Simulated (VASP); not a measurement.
# Be (P6_3/mmc) in VASP: notebook

One crystal, Be, is run at these levels: PBE+D3(BJ); tasks: relaxation of cell and atoms, relaxation of shape and atoms at fixed volume.

Program: VASP 6.6.1. These are calculated values, not measurements. Logs are shortened: lines on timing, memory, paths and dates and some standing lists are left out, and cuts for length are marked.

### Step 1. The crystal as given

Symmetry: P6_3/mmc, No. 194, hexagonal system. Conventional cell: a = 2.212 Å, b = 2.212 Å, c = 3.506 Å, α = 90.00°, β = 90.00°, γ = 120.00°. Be (site symmetry -6m2) is surrounded by 12 Be at 2.17 to 2.21 Å.

### Step 2. Relaxation of cell and atoms, PBE+D3(BJ)

File INCAR:

```
PREC     = Accurate       # precision mode
ENCUT    = 600            # plane-wave cutoff, eV
EDIFF    = 1E-7           # SCF threshold, eV
ISMEAR   = 1              # smearing method
SIGMA    = 0.1            # smearing width, eV
LREAL    = False          # projectors in reciprocal space
LASPH    = True           # aspherical terms in the spheres
NELM     = 80             # most SCF steps
ALGO     = Normal         # electronic algorithm
ISIF     = 3              # what is computed and relaxed
LWAVE    = False          # write WAVECAR
LCHARG   = False          # write CHGCAR
GGA      = PE             # functional
IVDW     = 12             # dispersion correction
IBRION   = 2              # ionic algorithm
NSW      = 90             # ionic steps
EDIFFG   = -0.005         # ionic threshold
```

File KPOINTS:

```
regular mesh
0
Gamma
  18 18 10
```

File POSCAR:

```
Be                                      
1.0
    2.2120678295      0.0000000000      0.0000000000
   -1.1060339147      1.9157069353      0.0000000000
    0.0000000000     -0.0000000000      3.5061136983
  Be            
     2
Direct
     0.3333333332999970    0.6666666667000030    0.2500000000000000
     0.6666666667000030    0.3333333332999970    0.7500000000000000
```

Potentials or basis: VASP PAW PBE potentials, release 64 (Be).

The run is started by

```sh
> cat potpaw_PBE.64/Be/POTCAR > POTCAR
> mpirun -np 1 vasp_std > vasp.out
```

OUTCAR:

```text
PREC = Accurate
   ENCUT = 600
   EDIFF = 1E-7
   ISMEAR = 1
   LREAL = False
   LASPH = True
   NELM = 80
   ISIF = 3
   GGA = PE
   IVDW = 12
   IBRION = 2
   NSW = 90
   EDIFFG = -0.005
 IVDW          = 12

 ion  position               nearest neighbor table
   1  0.333  0.667  0.250-   2 2.17   2 2.17   2 2.17   2 2.17   2 2.17   2 2.17
   2  0.667  0.333  0.750-   1 2.17   1 2.17   1 2.17   1 2.17   1 2.17   1 2.17

  LATTYP: Found a hexagonal cell.
 ALAT       =     2.2120678295
 C/A-ratio  =     1.5849937563

  Lattice vectors:

 A1 = (   2.2120678295,   0.0000000000,   0.0000000000)
 A2 = (  -1.1060339147,   1.9157069353,   0.0000000000)
 A3 = (   0.0000000000,   0.0000000000,   3.5061136983)

Analysis of symmetry for initial positions (statically):
=====================================================================
 Subroutine PRICEL returns:
 Original cell was already a primitive cell.

 Routine SETGRP: Setting up the symmetry group for a
 hexagonal supercell.

 Subroutine GETGRP returns: Found 24 space group operations
 (whereof 12 operations were pure point group operations)
 out of a pool of 24 trial point group operations.

The static configuration has the point symmetry D_3d.
 The point group associated with its full space group is D_6h.

Analysis of symmetry for dynamics (positions and initial velocities):
=====================================================================
 Subroutine PRICEL returns:
 Original cell was already a primitive cell.

 Routine SETGRP: Setting up the symmetry group for a
 hexagonal supercell.

 Subroutine GETGRP returns: Found 24 space group operations
 (whereof 12 operations were pure point group operations)
 out of a pool of 24 trial point group operations.

The dynamic configuration has the point symmetry D_3d.
 The point group associated with its full space group is D_6h.

 Subroutine INISYM returns: Found 24 space group operations
 (whereof 12 operations are pure point group operations),
 and found     1 'primitive' translations

----------------------------------------------------------------------------------------

                                     Primitive cell

  volume of cell :      14.8578

[... 152 lines left out ...]
  in kB       1.93407     1.93407     1.05671     0.00000     0.00000     0.00000
  external pressure =        1.64 kB  Pullay stress =        0.00 kB

 VOLUME and BASIS-vectors are now :
 -----------------------------------------------------------------------------
  energy-cutoff  :      600.00
  volume of cell :       14.86
      direct lattice vectors                 reciprocal lattice vectors
     2.212067830  0.000000000  0.000000000     0.452065704  0.261000256  0.000000000
    -1.106033915  1.915706935  0.000000000     0.000000000  0.522000511  0.000000000
     0.000000000  0.000000000  3.506113698     0.000000000  0.000000000  0.285216079

 POSITION                                       TOTAL-FORCE (eV/Angst)
 -----------------------------------------------------------------------------------
     -0.00000      1.27714      0.87653         0.000000      0.000000      0.000000
      1.10603      0.63857      2.62959        -0.000000     -0.000000      0.000000
 -----------------------------------------------------------------------------------
    total drift:                                0.000000     -0.000000      0.000000

  FREE ENERGIE OF THE ION-ELECTRON SYSTEM (eV)
  ---------------------------------------------------
  free  energy   TOTEN  =        -8.2628919275 eV

  energy  without entropy=       -8.2627117131  energy(sigma->0) =       -8.26283186

--------------------------------------- Ionic step        2  -------------------------------------------

 number of electron       4.0000000 magnetization

 Free energy of the ion-electron system (eV)
  ---------------------------------------------------
  ext. energy  EPLUGINS =         0.00000000
  ---------------------------------------------------
  free energy    TOTEN  =        -7.50621995 eV

  energy without entropy =       -7.50604072  energy(sigma->0) =       -7.50616020

 E-fermi :   7.7258     XC(G=0): -10.8086

 val. band max:        7.5761699570   @ k =   0.2778   0.2778   0.1000
 cond. band min:       7.7324317296   @ k =   0.3333   0.2778   0.3000
 fundamental gap:      0.1562617726
 Fermi energy:         7.7258183906

 k-point     1 :       0.0000    0.0000    0.0000
  band No.  band energies     occupation
      1      -4.1530      2.00000
      2       2.8105      2.00000
      3       8.7518     -0.00000
      4      24.4552      0.00000
      5      24.4552      0.00000
      6      27.3911      0.00000
[... 199 lines left out ...]
 k-point    24 :       0.3889    0.1111    0.0000
  band No.  band energies     occupation
      1       1.8309      2.00000
      2       5.5782      2.00000
      3      10.6277      0.00000
      4      13.4252      0.00000
      5      15.0837      0.00000
      6      15.7540      0.00000

 [... further k-points ...]

------------------------ aborting loop because EDIFF is reached ----------------------------------------

 Edisp (eV)   -0.75668

 E8    (eV) :    -0.2624

  FORCE on cell =-STRESS in cart. coord.  units (eV):
  Direction    XX          YY          ZZ          XY          YZ          ZX
  --------------------------------------------------------------------------------------
  -------------------------------------------------------------------------------------
  Total       0.00223     0.00223     0.00052     0.00000     0.00000     0.00000
  in kB       0.24041     0.24041     0.05599     0.00000     0.00000     0.00000
  external pressure =        0.18 kB  Pullay stress =        0.00 kB

 VOLUME and BASIS-vectors are now :
 -----------------------------------------------------------------------------
  energy-cutoff  :      600.00
  volume of cell :       14.87
      direct lattice vectors                 reciprocal lattice vectors
     2.213024834  0.000000000  0.000000000     0.451870212  0.260887388 -0.000000000
    -1.106512417  1.916535726  0.000000000    -0.000000000  0.521774777 -0.000000000
     0.000000000  0.000000000  3.506942456     0.000000000 -0.000000000  0.285148677

 POSITION                                       TOTAL-FORCE (eV/Angst)
 -----------------------------------------------------------------------------------
     -0.00000      1.27769      0.87674        -0.000000     -0.000000      0.000000
      1.10651      0.63885      2.63021         0.000000      0.000000      0.000000
 -----------------------------------------------------------------------------------
    total drift:                                0.000000     -0.000000      0.000000

  FREE ENERGIE OF THE ION-ELECTRON SYSTEM (eV)
  ---------------------------------------------------
  free  energy   TOTEN  =        -8.2629006702 eV

  energy  without entropy=       -8.2627214403  energy(sigma->0) =       -8.26284093

 reached required accuracy - stopping structural energy minimisation
```

It took 22 s on 1 thread of Intel Xeon Platinum 8259CL at 2.50GHz (Skylake/Cascade Lake), shared host; peak memory 0.15 GiB.

What came out:

```
Free energy                            : -8.2629 eV
Relaxed volume                         : 7.44 Å³/atom
Relaxed cell                           : a = 2.213 Å, b = 2.213 Å, c = 3.507 Å, α = 90.00°, β = 90.00°, γ = 120.00°
Space group after relaxing (to 0.05 Å) : P6_3/mmc (No. 194)
Energy gained by relaxing              : 0.0 meV/atom
Ionic steps                            : 2
Pressure after relaxing                : 0.0 GPa
Band gap on the k mesh                 : none (metal or under the smearing width)
Dispersion energy per atom             : -0.378 eV
```

Final structure:
```cif
data_structure
_symmetry_space_group_name_H-M 'P 1'
_symmetry_Int_Tables_number 1
_cell_length_a 2.2130
_cell_length_b 2.2130
_cell_length_c 3.5069
_cell_angle_alpha 90.000
_cell_angle_beta 90.000
_cell_angle_gamma 120.000
_cell_volume 14.87
loop_
_atom_site_label
_atom_site_type_symbol
_atom_site_fract_x
_atom_site_fract_y
_atom_site_fract_z
_atom_site_occupancy
Be1 Be 0.33333 0.66667 0.25000 1
Be2 Be 0.66667 0.33333 0.75000 1
```

Caveat: pairwise dispersion overbinds metals, which lowers pressure and volume.

### Step 3. Relaxation of shape and atoms at fixed volume, PBE+D3(BJ) (a relaxed cell with its volume scaled by 0.94)

INCAR: that of step 2 with these lines changed.

```diff
@@ -9,3 +9,3 @@
 ALGO     = Normal         # electronic algorithm
-ISIF     = 3              # what is computed and relaxed
+ISIF     = 4              # what is computed and relaxed
 LWAVE    = False          # write WAVECAR
@@ -15,3 +15,3 @@
 IBRION   = 2              # ionic algorithm
-NSW      = 90             # ionic steps
-EDIFFG   = -0.005         # ionic threshold
+NSW      = 40             # ionic steps
+EDIFFG   = -0.01          # ionic threshold
```

KPOINTS is that of step 2.

File POSCAR:

```
Be                                      
1.0
    2.1678483858      0.0000000000      0.0000000000
   -1.0839241928      1.8774117737      0.0000000000
    0.0000000000      0.0000000000      3.4353521141
  Be            
     2
Direct
     0.3333333332999970    0.6666666667000030    0.2500000000000000
     0.6666666667000030    0.3333333332999970    0.7500000000000000
```

Potentials or basis: VASP PAW PBE potentials, release 64 (Be).

The run is started by

```sh
> cat potpaw_PBE.64/Be/POTCAR > POTCAR
> mpirun -np 1 vasp_std > vasp.out
```

OUTCAR:

```text
PREC = Accurate
   ENCUT = 600
   EDIFF = 1E-7
   ISMEAR = 1
   LREAL = False
   LASPH = True
   NELM = 80
   ISIF = 4
   GGA = PE
   IVDW = 12
   IBRION = 2
   NSW = 40
   EDIFFG = -0.01
 IVDW          = 12

 ion  position               nearest neighbor table
   1  0.333  0.667  0.250-   2 2.13   2 2.13   2 2.13   2 2.13   2 2.13   2 2.13
   2  0.667  0.333  0.750-   1 2.13   1 2.13   1 2.13   1 2.13   1 2.13   1 2.13

  LATTYP: Found a hexagonal cell.
 ALAT       =     2.1678483858
 C/A-ratio  =     1.5846828296
[... 463 lines left out ...]

 Edisp (eV)   -0.80669

 E8    (eV) :    -0.2800

  FORCE on cell =-STRESS in cart. coord.  units (eV):
  Direction    XX          YY          ZZ          XY          YZ          ZX
  --------------------------------------------------------------------------------------
  -------------------------------------------------------------------------------------
  Total       0.80217     0.80217     0.79774     0.00000     0.00000     0.00000
  in kB      91.92100    91.92100    91.41350     0.00000     0.00000     0.00000
  external pressure =       91.75 kB  Pullay stress =        0.00 kB

 VOLUME and BASIS-vectors are now :
 -----------------------------------------------------------------------------
  energy-cutoff  :      600.00
  volume of cell :       13.98
      direct lattice vectors                 reciprocal lattice vectors
     2.166247114  0.000000000  0.000000000     0.461627851  0.266520964 -0.000000000
    -1.083123557  1.876025032 -0.000000000    -0.000000000  0.533041928 -0.000000000
     0.000000000  0.000000000  3.440432757    -0.000000000 -0.000000000  0.290661109

 POSITION                                       TOTAL-FORCE (eV/Angst)
 -----------------------------------------------------------------------------------
     -0.00000      1.25068      0.86011         0.000000     -0.000000      0.000000
      1.08312      0.62534      2.58032        -0.000000      0.000000      0.000000
 -----------------------------------------------------------------------------------
    total drift:                                0.000000     -0.000000      0.000000

  FREE ENERGIE OF THE ION-ELECTRON SYSTEM (eV)
  ---------------------------------------------------
  free  energy   TOTEN  =        -8.2384473726 eV

  energy  without entropy=       -8.2382470264  energy(sigma->0) =       -8.23838059

 reached required accuracy - stopping structural energy minimisation
```

Wall time 22 s (1 thread of Intel Xeon Platinum 8259CL at 2.50GHz (Skylake/Cascade Lake), shared host); peak memory 0.15 GiB.

What came out:

```yaml
Free_energy: -8.2384 eV
Energy_gained_by_relaxing: 0.0 meV/atom
Ionic_steps: 2
Pressure_after_relaxing: 9.2 GPa
Band_gap_on_the_k_mesh: none (metal or under the smearing width)
Dispersion_energy_per_atom: -0.403 eV
```

Final structure:
```
Be
1.0
     2.16625    0.00000    0.00000
    -1.08312    1.87603    0.00000
     0.00000    0.00000    3.44043
Be
2
Direct
  0.33333 0.66667 0.25000
  0.66667 0.33333 0.75000
```

Levels at points of the mesh, in eV from the Fermi level:
```csv
k point,band 1,band 2,band 3,band 4,band 5
"(0.00, 0.00, 0.00)",-12.22,-5.18,1.22,17.61,17.61
"(0.50, 0.00, 0.00)",-5.64,-3.41,3.74,6.72,7.33
"(0.00, 0.00, 0.50)",-9.99,-9.99,11.31,11.31,19.41
"(0.50, 0.00, 0.50)",-4.18,-4.18,1.82,1.82,13.10
```

Caveat: pairwise dispersion overbinds metals, which lowers pressure and volume.

### Step 4. Relaxation of shape and atoms at fixed volume, PBE+D3(BJ) (a relaxed cell with its volume scaled by 0.96)

INCAR is that of step 3.

KPOINTS is that of step 3.

File POSCAR:

```
Be                                      
1.0
    2.1831154267      0.0000000000      0.0000000000
   -1.0915577133      1.8906334190      0.0000000000
    0.0000000000      0.0000000000      3.4595455317
  Be            
     2
Direct
     0.3333333332999970    0.6666666667000030    0.2500000000000000
     0.6666666667000030    0.3333333332999970    0.7500000000000000
```

The run is started by

```sh
> cat potpaw_PBE.64/Be/POTCAR > POTCAR
> mpirun -np 1 vasp_std > vasp.out
```

It took 22 s on 1 thread of Intel Xeon Platinum 8259CL at 2.50GHz (Skylake/Cascade Lake), shared host; peak memory 0.15 GiB.

The run converged. Its results:

| Property | Result |
| --- | --- |
| Free energy | -8.2523 eV |
| Energy gained by relaxing | 0.0 meV/atom |
| Ionic steps | 2 |
| Pressure after relaxing | 5.9 GPa |
| Band gap on the k mesh | none (metal or under the smearing width) |
| Dispersion energy per atom | -0.395 eV |

Final structure:
```
Be
1.0
     2.18207    0.00000    0.00000
    -1.09104    1.88973    0.00000
     0.00000    0.00000    3.46285
Be
2
Direct
  0.33333 0.66667 0.25000
  0.66667 0.33333 0.75000
```

Levels at points of the mesh, in eV from the Fermi level:
| k point | band 1 | band 2 | band 3 | band 4 | band 5 |
| --- | --- | --- | --- | --- | --- |
| (0.00, 0.00, 0.00) | -12.11 | -5.09 | 1.15 | 17.31 | 17.31 |
| (0.50, 0.00, 0.00) | -5.56 | -3.39 | 3.69 | 6.65 | 7.18 |
| (0.00, 0.00, 0.50) | -9.89 | -9.89 | 11.15 | 11.15 | 19.07 |
| (0.50, 0.00, 0.50) | -4.11 | -4.11 | 1.74 | 1.74 | 12.88 |

Caveat: pairwise dispersion overbinds metals, which lowers pressure and volume.

### Step 5. The runs side by side

```csv
task,cell,gap on the mesh (eV),pressure (GPa)
relaxation of cell and atoms,relaxed,none,0.0
relaxation of shape and atoms at fixed volume,atoms relaxed at fixed volume from: a relaxed cell with its volume scaled by 0.94,none,9.2
relaxation of shape and atoms at fixed volume,atoms relaxed at fixed volume from: a relaxed cell with its volume scaled by 0.96,none,5.9
```

Alike in all rows: level PBE+D3(BJ); potentials or basis VASP PAW PBE potentials, release 64 (Be); no spin polarisation; k mesh 18 × 18 × 10; cutoff (eV) 600; smearing methfessel-paxton 0.1 eV.

Caveats: pairwise dispersion overbinds metals, which lowers pressure and volume.

Total energies depend on the potentials used, so only differences within one code and one set of settings carry meaning.
